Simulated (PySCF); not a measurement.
Basis set benchmark on one molecule

Molecule: ethylene glycol (SMILES OCCO).

Geometry:
```csv
atom,x (Å),y (Å),z (Å)
O1,0.257,-1.393,0.338
C2,0.678,-0.050,0.265
C3,-0.340,0.667,-0.592
O4,-1.621,0.546,-0.047
H5,0.732,-1.835,1.047
H6,0.696,0.418,1.268
H7,1.689,0.046,-0.178
H8,-0.090,1.738,-0.654
H9,-0.289,0.255,-1.621
H10,-1.712,-0.391,0.174
```

Geometry PBE0-D3(BJ)/def2-SVP throughout; GIAO in PySCF 2.14.0 with density-fitted response routines, gas phase, one conformer, non-relativistic; equivalent atoms averaged; functional PBE0.

Reference values (measured; solution, THF-d8, 298 K; Fulmer et al., Organometallics 2010, 29, 2176): δ(H6/H7/H8/H9) = 3.48 ppm, δ(C2/C3) = 64.3 ppm. Computed shifts are taken against TMS, calculated as an isolated molecule at each level.

Problem. How do the basis sets STO-3G, 6-31G, pcSseg-0, 6-31G*, def2-SVP, cc-pVDZ, pcSseg-1, 6-311+G(2d,p), aug-cc-pVDZ, def2-TZVP, IGLO-III, cc-pVTZ, pcSseg-2 perform against the reference? Times are CPU seconds on shared hosts with different chips, so compare them loosely.

Solution. 
```
    basis set  functions  H6/H7/H8/H9  C2/C3  abs. error H  abs. error C  core-s
       STO-3G         26         1.93   51.6          1.55          12.7     1.4
        6-31G         48         3.74   60.8          0.26           3.5     2.6
     pcSseg-0         48         4.00   67.8          0.52           3.5     2.4
       6-31G*         68         3.59   60.9          0.11           3.4     3.4
     def2-SVP         86         3.41   61.0          0.07           3.3     4.2
      cc-pVDZ         86         3.50   62.6          0.02           1.7     4.2
     pcSseg-1         98         3.65   65.0          0.17           0.7     4.1
6-311+G(2d,p)        144         3.68   63.9          0.20           0.4     8.4
  aug-cc-pVDZ        146         3.73   62.4          0.25           1.9     8.2
    def2-TZVP        160         3.64   65.7          0.16           1.4      10
     IGLO-III        200         3.66   66.5          0.18           2.2      12
      cc-pVTZ        204         3.61   64.8          0.13           0.5      13
     pcSseg-2        228         3.64   67.4          0.16           3.1      12
```

For ¹H the closest is cc-pVDZ (0.02 ppm) and the furthest STO-3G (1.55 ppm).

For ¹³C the closest is 6-311+G(2d,p) (0.4 ppm, with cc-pVTZ practically level) and the furthest STO-3G (12.7 ppm). Where a smaller basis beats a larger one, errors probably cancel; the largest sets show where the functional converges. One molecule is a small sample, and vibrational and solvent effects are absent from the calculation.

A small basis that lands close on one nucleus may do so by chance; judge by the trend and by all nuclei.
